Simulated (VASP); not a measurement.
# BN (I-42d) in VASP: notebook, part 2 of 2

VASP 6.6.1.

**3. Relaxation of cell and atoms, PBE**

INCAR

```
SYSTEM = BN
PREC     = Accurate       ! precision mode
ENCUT    = 600            ! plane-wave cutoff, eV
EDIFF    = 1E-6           ! SCF threshold, eV
ISMEAR   = 0              ! smearing method
SIGMA    = 0.02           ! smearing width, eV
LREAL    = .FALSE.        ! projectors in reciprocal space
LASPH    = .TRUE.         ! aspherical terms in the spheres
NELM     = 100            ! most SCF steps
ALGO     = Fast           ! electronic algorithm
ISIF     = 3              ! what is computed and relaxed
LWAVE    = .FALSE.        ! write WAVECAR
LCHARG   = .FALSE.        ! write CHGCAR
GGA      = PE             ! functional
IBRION   = 2              ! ionic algorithm
NSW      = 100            ! ionic steps
EDIFFG   = -0.01          ! ionic threshold
```

KPOINTS

```
regular mesh
0
G
  8 8 8
  0 0 0
```

POSCAR

```
BN
1.0
   -3.0130805346      3.0130805346      1.9442587792
    3.0130805346     -3.0130805346      1.9442587792
    3.0130805346      3.0130805346     -1.9442587792
B N
4 4
Direct
    0.8750000000      0.5064798490      0.1314798490
    0.3750000000      0.7435201510      0.8685201510
    0.4935201510      0.6250000000      0.3685201510
    0.2564798490      0.1250000000      0.6314798490
    0.8750000000      0.7399391039      0.3649391039
    0.3750000000      0.5100608961      0.6350608961
    0.2600608961      0.6250000000      0.1350608961
    0.4899391039      0.1250000000      0.8649391039
```

Potentials or basis: VASP PAW PBE potentials, release 64 (B, N).

On the command line:

```sh
$ cat potpaw_PBE.64/B/POTCAR potpaw_PBE.64/N/POTCAR > POTCAR
$ mpirun -np 1 vasp_std > vasp.out
```

OUTCAR:

```text
SYSTEM = BN
   PREC = Accurate
   ENCUT = 600
   EDIFF = 1E-6
   ISMEAR = 0
   LREAL = .FALSE.
   LASPH = .TRUE.
   NELM = 100
   ISIF = 3
   GGA = PE
   IBRION = 2
   NSW = 100
   EDIFFG = -0.01

 ion  position               nearest neighbor table
   1  0.875  0.506  0.131-   5 1.41   8 1.50   7 1.50
   2  0.375  0.744  0.869-   6 1.41   7 1.50   8 1.50
   3  0.494  0.625  0.369-   7 1.41   6 1.50   5 1.50
   4  0.256  0.125  0.631-   8 1.41   5 1.50   6 1.50
   5  0.875  0.740  0.365-   1 1.41   4 1.50   3 1.50
   6  0.375  0.510  0.635-   2 1.41   3 1.50   4 1.50
   7  0.260  0.625  0.135-   3 1.41   2 1.50   1 1.50
   8  0.490  0.125  0.865-   4 1.41   1 1.50   2 1.50

  LATTYP: Found a body centered tetragonal cell.
 ALAT       =     6.0261610692
 C/A-ratio  =     0.6452727555

  Lattice vectors:

 A1 = (  -3.0130805346,   3.0130805346,   1.9442587792)
 A2 = (   3.0130805346,  -3.0130805346,   1.9442587792)
 A3 = (   3.0130805346,   3.0130805346,  -1.9442587792)

Analysis of symmetry for initial positions (statically):
=====================================================================
 Subroutine PRICEL returns:
[... 196 lines left out ...]
  -------------------------------------------------------------------------------------
  Total        0.0018690      0.0018690     -0.1002276      0.0000000      0.0000000      0.0000000
  in kB        0.0424105      0.0424105     -2.2743762      0.0000000      0.0000000      0.0000000
  external PRESSURE =      -0.7298518 kB  Pullay stress =       0.0000000 kB
[... 113 lines left out ...]
--------------------------------------- Ionic step        4  -------------------------------------------

 number of electron      32.0000003 magnetization

 Free energy of the ion-electron system (eV)
  ---------------------------------------------------
  ext. energy  EPLUGINS =         0.00000000
  ---------------------------------------------------
  free energy    TOTEN  =       -67.65750013 eV

  energy without entropy =      -67.65750013  energy(sigma->0) =      -67.65750013

 E-fermi :   2.5979     XC(G=0): -10.2958

 val. band max:        2.4659634112   @ k =  -0.1250   0.1250   0.1250
 cond. band min:       6.4832795431   @ k =  -0.3750   0.3750   0.0000
 fundamental gap:      4.0173161319
 Fermi energy:         2.5978743509

 k-point     1 :       0.0000    0.0000    0.0000
  band No.  band energies     occupation
      1     -15.0369      2.00000
      2     -12.1586      2.00000
      3     -11.8261      2.00000
      4     -11.8261      2.00000
      5      -4.8448      2.00000
      6      -4.8353      2.00000
[... 565 lines left out ...]
     20       9.4184      0.00000
     21      12.4492      0.00000

 [... further k-points ...]

------------------------ aborting loop because EDIFF is reached ----------------------------------------

  FORCE on cell =-STRESS in cart. coord.  units (eV):
  Direction    XX          YY          ZZ          XY          YZ          ZX
  --------------------------------------------------------------------------------------
  -------------------------------------------------------------------------------------
  Total        0.0472828      0.0472828     -0.0351178      0.0000000      0.0000000      0.0000000
  in kB        1.0736974      1.0736974     -0.7974538      0.0000000      0.0000000      0.0000000
  external PRESSURE =       0.4499803 kB  Pullay stress =       0.0000000 kB
[... 23 lines left out ...]
  FREE ENERGIE OF THE ION-ELECTRON SYSTEM (eV)
  ---------------------------------------------------
  free  energy   TOTEN  =       -67.6575001347 eV

  energy  without entropy=      -67.6575001347  energy(sigma->0) =      -67.65750013

 reached required accuracy - stopping structural energy minimisation
```

CONTCAR:

```text
BN
   1.00000000000000
    -3.0132038044628371    3.0132038044628371    1.9427421915133720
     3.0132038044628371   -3.0132038044628371    1.9427421915133720
     3.0132038044628371    3.0132038044628371   -1.9427421915133720
  B               N
     4     4
Direct
     0.8750000000000000    0.5064204330533018    0.1314204330533019
     0.3750000000000000    0.7435795669466982    0.8685795669466982
     0.4935795669466981    0.6250000000000000    0.3685795669466981
     0.2564204330533019    0.1250000000000000    0.6314204330533018
     0.8750000000000000    0.7398851224156352    0.3648851224156353
     0.3750000000000000    0.5101148775843648    0.6351148775843648
     0.2601148775843647    0.6250000000000000    0.1351148775843648
     0.4898851224156353    0.1250000000000000    0.8648851224156352

  0.00000000E+00  0.00000000E+00  0.00000000E+00
  0.00000000E+00  0.00000000E+00  0.00000000E+00
  0.00000000E+00  0.00000000E+00  0.00000000E+00
  0.00000000E+00  0.00000000E+00  0.00000000E+00
  0.00000000E+00  0.00000000E+00  0.00000000E+00
  0.00000000E+00  0.00000000E+00  0.00000000E+00
  0.00000000E+00  0.00000000E+00  0.00000000E+00
  0.00000000E+00  0.00000000E+00  0.00000000E+00
```

Run time: 1.9 min. Hardware: 1 thread of Intel Xeon 6975P-C (Granite Rapids), shared host; peak memory 0.29 GiB.

What came out:

| Item | Value |
| --- | --- |
| Free energy | -67.6575 eV |
| Relaxed volume | 8.82 Å³/atom |
| Relaxed cell | a = 4.683 Å, b = 4.683 Å, c = 4.683 Å, α = 99.91°, β = 99.91°, γ = 130.98° |
| Space group after relaxing (to 0.05 Å) | I-42d (No. 122) |
| Energy gained by relaxing | 0.0 meV/atom |
| Ionic steps | 4 |
| Pressure after relaxing | 0.0 GPa |
| Largest force after relaxing | 0.004 eV/Å |
| Band gap on the k mesh | 4.02 eV, indirect (least direct gap 4.13 eV) |

Forces in eV/Å, atoms in the order of the input:
```
B    0.003  0.000  0.000
B   -0.003  0.000  0.000
B    0.000 -0.003  0.000
B    0.000  0.003  0.000
N   -0.004  0.000  0.000
N    0.004  0.000  0.000
N    0.000  0.004  0.000
N    0.000 -0.004  0.000
```

Final structure:
```
B N
1.0
    -3.01320    3.01320    1.94274
     3.01320   -3.01320    1.94274
     3.01320    3.01320   -1.94274
B N
4 4
Cartesian
  -0.7146 1.5066 2.4284
  3.7278 1.5066 0.4857
  1.5066 0.7146 1.4571
  1.5066 2.2986 -0.4857
  0.6923 1.5066 2.4284
  2.3209 1.5066 0.4857
  1.5066 -0.6923 1.4571
  1.5066 3.7055 -0.4857
```

A k mesh can miss the band edges. As with any semilocal functional, this PBE gap is likely too small.

**4. Single point, PBE (cell x1)**

INCAR

```
SYSTEM = BN
ALGO = Fast
EDIFF = 1E-7
ENCUT = 520
GGA = PE
ISIF = 2
ISMEAR = 0
LASPH = .TRUE.
LCHARG = .FALSE.
LREAL = .FALSE.
LWAVE = .FALSE.
NBANDS = 26
NELM = 100
PREC = Accurate
SIGMA = 0.1
```

KPOINTS

```
k-points
0
G
  4 4 4
  0 0 0
```

POSCAR

```
BN
1.0
    0.0000000000      0.0000000000      3.8787245741
   -3.0163856422      3.0163856422      1.9393622870
   -3.0163856422     -3.0163856422      1.9393622870
B N
4 4
Direct
    0.5064443831      0.3685556169      0.8685556169
    0.7435556169      0.6314443831      0.1314443831
    0.6250000000      0.8685556169      0.6314443831
    0.1250000000      0.1314443831      0.3685556169
    0.7397314239      0.1352685761      0.6352685761
    0.5102685761      0.8647314239      0.3647314239
    0.6250000000      0.6352685761      0.8647314239
    0.1250000000      0.3647314239      0.1352685761
```

On the command line:

```sh
$ cat potpaw_PBE.64/B/POTCAR potpaw_PBE.64/N/POTCAR > POTCAR
$ mpirun -np 1 vasp_std > vasp.out
```

Run time: 14 s. Hardware: 1 thread of Intel Xeon 6975P-C (Granite Rapids), shared host; peak memory 0.18 GiB.

Results (log left out):

```yaml
Free_energy: -67.6446 eV
Pressure: 0.0 GPa
Largest_force: 0.012 eV/Å
Band_gap_on_the_k_mesh: 4.09 eV, indirect (least direct gap 4.13 eV)
```

Forces in eV/Å, atoms in the order of the input:
```
B    0.012  0.000  0.000
B   -0.012  0.000  0.000
B    0.000 -0.012  0.000
B    0.000  0.012  0.000
N   -0.012  0.000  0.000
N    0.012  0.000  0.000
N    0.000  0.012  0.000
N    0.000 -0.012  0.000
```

Levels at points of the mesh, in eV from the valence-band top:
```
           k point  band 13  band 14  band 15  band 16  band 17  band 18  band 19  band 20
(0.00, 0.00, 0.00)    -1.41    -1.30    -1.30    -0.01     4.40     4.40     5.91     5.98
(0.50, 0.00, 0.00)    -1.89    -1.11    -0.48    -0.22     5.46     5.63     6.21     7.22
(0.00, 0.50, 0.00)    -1.35    -1.35    -0.47    -0.47     4.11     4.11     7.31     7.31
(0.00, 0.50, 0.50)    -1.31    -1.31    -0.14    -0.14     4.20     4.20     8.13     8.13
```

Caveat: the k mesh is coarse (spacing up to 0.48 Å⁻¹), so the values aren't converged. A k mesh can miss the band edges.

**5. Summary**

```csv
task,cell,k mesh,cutoff (eV),smearing,mesh quality,gap on the mesh (eV),pressure (GPa),largest force (eV/Å)
single point,"I-42d, 8.82 Å³/atom",8 × 8 × 8,520,gaussian 0.02 eV,not flagged,4.01,0.0,0.01
relaxation of cell and atoms,relaxed,8 × 8 × 8,600,gaussian 0.02 eV,not flagged,4.02,0.0,-
single point,cell x1,4 × 4 × 4,520,gaussian 0.1 eV,coarse,4.09,0.0,0.01
```

Alike in all rows: level PBE; potentials or basis VASP PAW PBE potentials, release 64 (B, N); no spin polarisation.

Caveats: some runs use coarse meshes.

Total energies depend on the potentials used, so only differences within one code and one set of settings carry meaning.
